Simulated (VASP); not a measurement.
# InAs (Fm-3m) in VASP: further runs

The runs below take InAs through single point, with PBE, HSE06.

All numbers are computed with VASP 6.6.1; they aren't measurements. Logs are shortened: lines on timing, memory, paths and dates and some standing lists are left out, and cuts for length are marked.

## Step 1: The structure

The structure is cubic, space group Fm-3m (No. 225). The conventional cell has a = 5.683 Å, b = 5.683 Å, c = 5.683 Å, α = 90.00°, β = 90.00°, γ = 90.00°. In (site symmetry m-3m) is surrounded by 6 As at 2.84 Å. As (site symmetry m-3m) is surrounded by 6 In at 2.84 Å.

The cell was built by a generator and needn't be a form met in nature.

## Step 2: Single point, PBE

Input file INCAR:

```
  PREC = Accurate
  ENCUT = 520
  EDIFF = 1E-7
  ISMEAR = -1
  SIGMA = 0.02
  LREAL = False
  LASPH = True
  NELM = 100
  ALGO = Normal
  ISIF = 2
  LWAVE = False
  LCHARG = False
  GGA = PE
  NBANDS = 16
```

Input file KPOINTS:

```
regular mesh
0
Gamma
  6 6 6
```

Input file POSCAR:

```
InAs
1.0
    0.0000000000      2.8414336054      2.8414336054
    2.8414336054      0.0000000000      2.8414336054
    2.8414336054      2.8414336054      0.0000000000
In As
1 1
Direct
    0.0000000000      0.0000000000      0.0000000000
    0.5000000000      0.5000000000      0.5000000000
```

Potentials or basis: VASP PAW PBE potentials, release 64 (In_d, As).

Launch:

```console
cat potpaw_PBE.64/In_d/POTCAR potpaw_PBE.64/As/POTCAR > POTCAR
mpirun -np 1 vasp_std > vasp.out
```

OUTCAR:

```text
PREC = Accurate
   ENCUT = 520
   EDIFF = 1E-7
   ISMEAR = -1
   LREAL = False
   LASPH = True
   NELM = 100
   ISIF = 2
   GGA = PE

 ion  position               nearest neighbor table
   1  0.000  0.000  0.000-   2 2.84   2 2.84   2 2.84   2 2.84   2 2.84   2 2.84
   2  0.500  0.500  0.500-   1 2.84   1 2.84   1 2.84   1 2.84   1 2.84   1 2.84

  LATTYP: Found a face centered cubic cell.
 ALAT       =     5.6828672108

  Lattice vectors:

 A1 = (   0.0000000000,   2.8414336054,   2.8414336054)
 A2 = (   2.8414336054,   0.0000000000,   2.8414336054)
 A3 = (   2.8414336054,   2.8414336054,   0.0000000000)

Analysis of symmetry for initial positions (statically):
=====================================================================
 Subroutine PRICEL returns:
 Original cell was already a primitive cell.

 Routine SETGRP: Setting up the symmetry group for a
 face centered cubic supercell.

 Subroutine GETGRP returns: Found 48 space group operations
 (whereof 48 operations were pure point group operations)
 out of a pool of 48 trial point group operations.

The static configuration has the point symmetry O_h .

Analysis of symmetry for dynamics (positions and initial velocities):
=====================================================================
 Subroutine PRICEL returns:
 Original cell was already a primitive cell.

 Routine SETGRP: Setting up the symmetry group for a
 face centered cubic supercell.

 Subroutine GETGRP returns: Found 48 space group operations
 (whereof 48 operations were pure point group operations)
 out of a pool of 48 trial point group operations.

The dynamic configuration has the point symmetry O_h .

 Subroutine INISYM returns: Found 48 space group operations
 (whereof 48 operations are pure point group operations),
 and found     1 'primitive' translations

----------------------------------------------------------------------------------------

                                     Primitive cell

  volume of cell :      45.8820

  direct lattice vectors                    reciprocal lattice vectors
     0.000000000  2.841433605  2.841433605    -0.175967511  0.175967511  0.175967511
     2.841433605  0.000000000  2.841433605     0.175967511 -0.175967511  0.175967511
     2.841433605  2.841433605  0.000000000     0.175967511  0.175967511 -0.175967511

  length of vectors
     4.018393941  4.018393941  4.018393941     0.304784670  0.304784670  0.304784670

  position of ions in fractional coordinates (direct lattice)
     0.000000000  0.000000000  0.000000000
     0.500000000  0.500000000  0.500000000

  ion indices of the primitive-cell ions
   primitive index   ion index
                 1           1
                 2           2

----------------------------------------------------------------------------------------

 KPOINTS: regular mesh

Automatic generation of k-mesh.
 Grid dimensions read from file:
 generate k-points for:    6    6    6

 Generating k-lattice:

  Cartesian coordinates                     Fractional coordinates (reciprocal lattice)
    -0.029327919  0.029327919  0.029327919     0.166666667  0.000000000  0.000000000
     0.029327919 -0.029327919  0.029327919     0.000000000  0.166666667  0.000000000
     0.029327919  0.029327919 -0.029327919     0.000000000  0.000000000  0.166666667

  Length of vectors
     0.050797445  0.050797445  0.050797445

  Shift w.r.t. Gamma in fractional coordinates (k-lattice)
     0.000000000  0.000000000  0.000000000

 Subroutine IBZKPT returns following result:
 ===========================================

 Found     16 irreducible k-points:

 Following reciprocal coordinates:
            Coordinates               Weight
  0.000000  0.000000  0.000000      1.000000
  0.166667  0.000000  0.000000      8.000000
  0.333333  0.000000  0.000000      8.000000
  0.500000  0.000000  0.000000      4.000000
  0.166667  0.166667  0.000000      6.000000
  0.333333  0.166667  0.000000     24.000000
[... 8 lines left out ...]
 -0.333333  0.333333  0.166667     24.000000
 -0.333333  0.500000  0.166667     12.000000
   k-points           NKPTS =     16   k-points in BZ     NKDIM =     16   number of bands    NBANDS=     16
   number of dos      NEDOS =    301   number of ions     NIONS =      2
   total plane-waves  NPLWV =  27000
   dimension x,y,z NGX =    30 NGY =   30 NGZ =   30
   dimension x,y,z NGXF=    60 NGYF=   60 NGZF=   60
   ions per type =               1   1
   NGX,Y,Z   is equivalent  to a cutoff of  12.41, 12.41, 12.41 a.u.
   NGXF,Y,Z  is equivalent  to a cutoff of  24.82, 24.82, 24.82 a.u.
 SYSTEM =  unknown system
   PREC   = accura    normal or accurate (medium, high low for compatibility)
   ISTART =      0    job   : 0-new  1-cont  2-samecut
   ICHARG =      2    charge: 1-file 2-atom 10-const
   ISPIN  =      1    spin polarized calculation?
   LNONCOLLINEAR =      F non collinear calculations
   LSORBIT =      F    spin-orbit coupling
   LASPH  =      T    aspherical Exc in radial PAW
   ENCUT  =  520.0 eV  38.22 Ry    6.18 a.u.   7.47  7.47  7.47*2*pi/ulx,y,z
   NELM   =    100;   NELMIN=  2; NELMDL= -5     # of ELM steps
   EDIFF  = 0.1E-06   stopping-criterion for ELM
   LREAL  =      F    real-space projection
   EDIFFG = 0.1E-05   stopping-criterion for IOM
   NSW    =      0    number of steps for IOM
   IBRION =     -1    ionic relax: 0-MD 1-quasi-New 2-CG
   NFREE  =      0    steps in history (QN), initial steepest desc. (CG)
   ISIF   =      2    stress and relaxation
   ISYM   =      2    0-nonsym 1-usesym 2-fastsym
   POTIM  = 0.5000    time-step for ionic-motion
   TEBEG  =    0.0;   TEEND  =   0.0 temperature during run
   PSTRESS=    0.0 pullay stress
   NELECT =      18.0000    total number of electrons
   NUPDOWN=      -1.0000    fix difference up-down
   EMIN   =  10.00;   EMAX   =-10.00  energy-range for DOS
   EFERMI =   0.00;   METHOD = LEGACY
   ISMEAR =    -1;   SIGMA  =   0.02  broadening in eV -4-tet -1-fermi 0-gaus
   EFERMI_NEDOS =   21; number of points for ismear=-14 and -15
   IALGO  =     38    algorithm
   IMIX   =      4    mixing-type and parameters
     AMIX     =   0.40;   BMIX     =  1.00
     AMIX_MAG =   1.60;   BMIX_MAG =  1.00
  volume/ion in A,a.u.               =      22.94       154.81
  Fermi-wavevector in a.u.,A,eV,Ry     =   1.198445  2.264733 19.541650  1.436271
  Thomas-Fermi vector in A             =   2.334334
   LORBIT       =      0    0 simple, 1 ext, 2 COOP (PROOUT), +10 PAW based schemes
   GGA     = PE    functional components
   LHFCALC =     F    Hartree Fock is set to
   AEXX    =    0.0000 exact exchange contribution
   IVDW    =     0    specifies the selected vdW correction
   LEPSILON=     F    determine dielectric tensor
   LRPA    =     F    only Hartree local field effects (RPA)
 non-spin polarized calculation
  energy-cutoff  :      520.00
  volume of cell :       45.88
 maximum number of plane-waves:      1258
 NGX is ok and might be reduce to    30
   NGX = 15   NGY = 15   NGZ = 15

 number of electron      17.9999990 magnetization

 Free energy of the ion-electron system (eV)
  ---------------------------------------------------
  ext. energy  EPLUGINS =         0.00000000
  ---------------------------------------------------
  free energy    TOTEN  =        -7.33071751 eV

  energy without entropy =       -7.32713145  energy(sigma->0) =       -7.32892448

 E-fermi :   6.3598     XC(G=0): -10.2668

 val. band max:        6.3218417604   @ k =  -0.3333   0.1667   0.0000
 cond. band min:       6.3747883372   @ k =   0.3333   0.0000   0.0000
 fundamental gap:      0.0529465768
 Fermi energy:         6.3597817235

 k-point     1 :       0.0000    0.0000    0.0000
  band No.  band energies     occupation
      1      -8.0108      2.00000
      2      -8.0108      2.00000
      3      -7.9887      2.00000
      4      -7.9887      2.00000
      5      -7.9887      2.00000
      6      -6.0080      2.00000
[... 8 lines left out ...]
     15      14.0366      0.00000
     16      14.0366      0.00000

 k-point     2 :       0.1667    0.0000    0.0000
  band No.  band energies     occupation
      1      -8.0238      2.00000
      2      -8.0238      2.00000
      3      -7.9897      2.00000
      4      -7.9746      2.00000
      5      -7.9746      2.00000
      6      -5.6967      2.00000
[... 8 lines left out ...]
     15      14.3851      0.00000
     16      14.3851      0.00000

 k-point     3 :       0.3333    0.0000    0.0000
  band No.  band energies     occupation
      1      -8.0531      2.00000
      2      -8.0531      2.00000
      3      -7.9941      2.00000
      4      -7.9426      2.00000
      5      -7.9426      2.00000
      6      -4.8683      2.00000
[... 8 lines left out ...]
     15      16.2016      0.00000
     16      16.2016      0.00000

 k-point     4 :       0.5000    0.0000    0.0000
  band No.  band energies     occupation
      1      -8.0680      2.00000
      2      -8.0680      2.00000
      3      -7.9972      2.00000
      4      -7.9262      2.00000
      5      -7.9262      2.00000
      6      -4.2253      2.00000
[... 8 lines left out ...]
     15      18.2962      0.00000
     16      18.2962      0.00000

 k-point     5 :       0.1667    0.1667    0.0000
  band No.  band energies     occupation
      1      -8.0617      2.00000
      2      -8.0015      2.00000
      3      -7.9992      2.00000
      4      -7.9683      2.00000
      5      -7.9683      2.00000
      6      -5.5721      2.00000
[... 8 lines left out ...]
     15      16.1349      0.00000
     16      16.1349      0.00000

 k-point     6 :       0.3333    0.1667    0.0000
  band No.  band energies     occupation
      1      -8.1141      2.00000
      2      -8.0150      2.00000
      3      -8.0001      2.00000
      4      -7.9513      2.00000
      5      -7.9379      2.00000
      6      -4.8667      2.00000
[... 8 lines left out ...]
     15      16.9731      0.00000
     16      17.3507      0.00000

 k-point     7 :       0.5000    0.1667    0.0000
  band No.  band energies     occupation
      1      -8.1288      2.00000
      2      -8.0430      2.00000
      3      -7.9888      2.00000
      4      -7.9435      2.00000
      5      -7.9215      2.00000
      6      -4.0271      2.00000
[... 8 lines left out ...]
     15      18.3664      0.00000
     16      18.5061      0.00000

 k-point     8 :      -0.3333    0.1667    0.0000
  band No.  band energies     occupation
      1      -8.0965      2.00000
      2      -8.0559      2.00000
      3      -7.9828      2.00000
      4      -7.9447      2.00000
      5      -7.9374      2.00000
      6      -4.2814      2.00000
[... 8 lines left out ...]
     15      15.9255      0.00000
     16      18.2276      0.00000

 k-point     9 :      -0.1667    0.1667    0.0000
  band No.  band energies     occupation
      1      -8.0455      2.00000
      2      -8.0451      2.00000
      3      -7.9883      2.00000
      4      -7.9646      2.00000
      5      -7.9545      2.00000
      6      -5.1849      2.00000
[... 8 lines left out ...]
     15      15.4905      0.00000
     16      17.0716      0.00000

 k-point    10 :       0.3333    0.3333    0.0000
  band No.  band energies     occupation
      1      -8.2202      2.00000
      2      -8.0204      2.00000
      3      -7.9829      2.00000
      4      -7.9237      2.00000
      5      -7.9237      2.00000
      6      -4.3012      2.00000
[... 8 lines left out ...]
     15      18.2043      0.00000
     16      19.6873      0.00000

 k-point    11 :       0.5000    0.3333    0.0000
  band No.  band energies     occupation
      1      -8.2543      2.00000
      2      -8.0139      2.00000
      3      -7.9951      2.00000
      4      -7.9190      2.00000
      5      -7.9090      2.00000
      6      -3.5528      2.00000
[... 8 lines left out ...]
     15      19.2690      0.00000
     16      19.8669      0.00000

 k-point    12 :      -0.3333    0.3333    0.0000
  band No.  band energies     occupation
      1      -8.1941      2.00000
      2      -8.0278      2.00000
      3      -7.9820      2.00000
      4      -7.9451      2.00000
      5      -7.9200      2.00000
      6      -3.5287      2.00000
[... 8 lines left out ...]
     15      16.8611      0.00000
     16      18.6821      0.00000

 k-point    13 :       0.5000    0.5000    0.0000
  band No.  band energies     occupation
      1      -8.3144      2.00000
      2      -8.0310      2.00000
      3      -7.9736      2.00000
      4      -7.8995      2.00000
      5      -7.8995      2.00000
      6      -3.2464      2.00000
[... 8 lines left out ...]
     15      19.5823      0.00000
     16      20.9290      0.00000

 k-point    14 :       0.5000    0.3333    0.1667
  band No.  band energies     occupation
      1      -8.1729      2.00000
      2      -8.0215      2.00000
      3      -7.9950      2.00000
      4      -7.9397      2.00000
      5      -7.9245      2.00000
      6      -4.0755      2.00000
[... 8 lines left out ...]
     15      18.3849      0.00000
     16      18.5311      0.00000

 k-point    15 :      -0.3333    0.3333    0.1667
  band No.  band energies     occupation
      1      -8.1927      2.00000
      2      -8.0317      2.00000
      3      -7.9720      2.00000
      4      -7.9614      2.00000
      5      -7.9113      2.00000
      6      -3.5264      2.00000
[... 8 lines left out ...]
     15      16.4249      0.00000
     16      19.8633      0.00000

 k-point    16 :      -0.3333    0.5000    0.1667
  band No.  band energies     occupation
      1      -8.2565      2.00000
      2      -8.0058      2.00000
      3      -8.0011      2.00000
      4      -7.9356      2.00000
      5      -7.8995      2.00000
      6      -3.2450      2.00000
[... 8 lines left out ...]
     15      18.2520      0.00000
     16      20.8165      0.00000

------------------------ aborting loop because EDIFF is reached ----------------------------------------

  FORCE on cell =-STRESS in cart. coord.  units (eV):
  Direction    XX          YY          ZZ          XY          YZ          ZX
  --------------------------------------------------------------------------------------
  -------------------------------------------------------------------------------------
  Total        0.7295008      0.7295008      0.7295008      0.0000000     -0.0000000      0.0000000
  in kB       25.4738048     25.4738048     25.4738048      0.0000000     -0.0000000      0.0000000
  external PRESSURE =      25.4738048 kB  Pullay stress =       0.0000000 kB

 VOLUME and BASIS-vectors are now :
 -----------------------------------------------------------------------------
  energy-cutoff  :      520.00
  volume of cell :       45.88
      direct lattice vectors                 reciprocal lattice vectors
     0.000000000  2.841433605  2.841433605    -0.175967511  0.175967511  0.175967511
     2.841433605  0.000000000  2.841433605     0.175967511 -0.175967511  0.175967511
     2.841433605  2.841433605  0.000000000     0.175967511  0.175967511 -0.175967511

 POSITION                                       TOTAL-FORCE (eV/Angst)
 -----------------------------------------------------------------------------------
      0.00000      0.00000      0.00000         0.000000      0.000000      0.000000
      2.84143      2.84143      2.84143         0.000000      0.000000     -0.000000
 -----------------------------------------------------------------------------------
    total drift:                               -0.000000      0.000000      0.000000

  FREE ENERGIE OF THE ION-ELECTRON SYSTEM (eV)
  ---------------------------------------------------
  free  energy   TOTEN  =        -7.3307175054 eV

  energy  without entropy=       -7.3271314470  energy(sigma->0) =       -7.32892448
```

Run time: 12 s. Hardware: 1 thread of AMD EPYC 7R43 (Zen 3), shared host; peak memory 0.13 GiB.

Results:

```
Free energy            : -7.3307 eV
Pressure               : 2.5 GPa
Band gap on the k mesh : none (metal or under the smearing width)
```

## Step 3: Single point, HSE06

POSCAR is that of step 2.

Input file INCAR.step1:

```
SYSTEM = InAs
ALGO = Normal
EDIFF = 1E-5
ENCUT = 520
GGA = PE
ISIF = 2
ISMEAR = -1
LASPH = .True.
LCHARG = .False.
LREAL = .False.
LWAVE = .True.
NBANDS = 16
NELM = 100
PREC = Accurate
SIGMA = 0.02
```

Input file INCAR.step2:

```
SYSTEM = InAs
ALGO = Normal
EDIFF = 1E-7
ENCUT = 520
GGA = PE
HFSCREEN = 0.2079
ISIF = 2
ISMEAR = -1
ISTART = 1
LASPH = .True.
LCHARG = .False.
LHFCALC = .True.
LREAL = .False.
LWAVE = .False.
NBANDS = 16
NELM = 100
PREC = Accurate
PRECFOCK = Normal
SIGMA = 0.02
```

Input file KPOINTS:

```
k-points
0
Gamma
  4 4 4
  0 0 0
```

Potentials or basis: VASP PAW PBE potentials, release 64 (In_d, As).

Launch:

```console
cat potpaw_PBE.64/In_d/POTCAR potpaw_PBE.64/As/POTCAR > POTCAR
cp INCAR.step1 INCAR
mpirun -np 1 vasp_std > vasp.out
cp INCAR.step2 INCAR
mpirun -np 1 vasp_std > vasp.out
```

Wall time 10 min (1 thread of AMD EPYC 7R43 (Zen 3), shared host); peak memory 0.24 GiB.

It converged, with:

| Quantity | Value |
| --- | --- |
| Free energy | -8.3652 eV |
| Pressure | 0.4 GPa |
| Band gap on the k mesh | none (metal or under the smearing width) |

Levels at points of the mesh, in eV from the Fermi level:
```tsv
k point	band 5	band 6	band 7	band 8	band 9	band 10	band 11	band 12	band 13	band 14
(0.00, 0.00, 0.00)	-16.72	-13.88	-0.48	-0.48	-0.48	-0.10	7.62	7.62	7.62	8.39
(0.50, 0.00, 0.00)	-16.66	-11.83	-7.69	0.00	0.00	2.49	3.54	3.54	5.30	11.63
(0.50, 0.50, 0.00)	-16.63	-10.79	-5.70	-3.08	-2.84	-2.84	4.05	10.40	10.40	11.32
```

Caveat: the k mesh is coarse (spacing up to 0.48 Å⁻¹), so the values aren't converged, least of all with exact exchange; the PAW data sets were made with another functional, which shifts forces and pressure a little.
